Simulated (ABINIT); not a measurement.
Crystal: ZrB2.

```
Zr B
1.0
     3.17000    0.00000    0.00000
    -1.58500    2.74530    0.00000
     0.00000    0.00000    3.53300
Zr B
1 2
Cartesian
  0.0000 0.0000 0.0000
  1.5850 0.9151 1.7665
  0.0000 1.8302 1.7665
```

Base run:

* Program: ABINIT 10.8.3 (patched build)
* Functional: revPBE
* Potentials or basis: JTH PAW PBE v2.0
* Cutoff: 544 eV
* k mesh: 10 × 10 × 8
* Occupations: fermi-dirac, width 0.05 eV
* Spin: no spin polarisation

Its results: band gap on the k mesh none (metal or under the smearing width); pressure 3.1 GPa.

Problem. After a change of settings the same cell gave: band gap on the k mesh none (metal or under the smearing width); pressure -3.6 GPa. Which change was it?
A. functional from revPBE to r2SCAN; potentials or basis from JTH PAW PBE v2.0 to SG15 NC PBE v1.2; cutoff from 544 eV to 844 eV
B. functional from revPBE to r2SCAN
C. functional from revPBE to WC
D. functional from revPBE to PW91

Solution. C.

WC binds more tightly than revPBE, so the same cell stands under less pressure.

Caveats: the PAW data sets were made with another functional, which shifts forces and pressure a little.

Runs at the PBE level aren't shown here.
